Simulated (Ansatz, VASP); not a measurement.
# Two plane-wave programs on Nb

The input INCAR:

```
SYSTEM = Nb
PREC = Accurate ; ENCUT = 520
EDIFF = 1E-6 ; ISMEAR = -1
SIGMA = 0.1 ; LREAL = .FALSE.
LASPH = .TRUE. ; NELM = 60
ALGO = Normal ; ISIF = 2
LWAVE = .FALSE. ; LCHARG = .TRUE.
GGA = CA ; LELF = .TRUE.
LVHAR = .TRUE. ; NBANDS = 12
```

Contents of KPOINTS:

```
regular mesh
0
G
  13 13 13
  0 0 0
```

Contents of POSCAR:

```
Nb
1.0
    2.5925329190      0.0000000000      0.0000000000
    0.0000000000      2.5925329190      0.0000000000
    0.0000000000      0.0000000000      2.5925329190
Nb
1
Direct
    0.0000000000      0.0000000000      0.0000000000
```

Input for Ansatz:

```yaml
crystal:
  lattice:
    - [2.592532919, 0.0, 0.0]
    - [0.0, 2.592532919, 0.0]
    - [0.0, 0.0, 2.592532919]
  atoms:
    - { symbol: Nb, position: [0.0, 0.0, 0.0] }
hamiltonian:
  xc: lda
  pseudopotentials:
    kind: paw
    azcp:
      Nb: "pseudopotentials/Nb.paw.azcp"
basis:
  ecutwfc: 420
  fft_grid_basis: typed
kpoints:
  mp_grid: { grid: [13, 13, 13], shift: [0, 0, 0] }
magnetization:
  spin_polarized: false
scf:
  occupations: { method: fermi_dirac, width: 0.1 }
  lower_state_search: "off"
output:
  stress: true
  write_density: true
  write_potential: true
  elf: true
  volumetric_format: npy
```

Alike in both runs: task single point; functional LDA; k mesh 13 × 13 × 13; occupations fermi-dirac, width 0.1 eV; no spin polarisation.

```csv
,VASP,Ansatz
version,VASP 6.6.1,Ansatz 0.2.0
potentials or method,"VASP PAW LDA potentials, release 64 (Nb_sv)","plane waves (420 eV) with PAW, scalar-relativistic"
plane-wave cutoff (eV),520,420
valence electrons in the cell,13,13
```

|  | VASP | Ansatz | Ansatz less VASP |
| --- | --- | --- | --- |
| pressure (GPa) | 14.4 | 14.3 | -0.07 |

Ansatz warned: «pseudo_functional_mismatch».
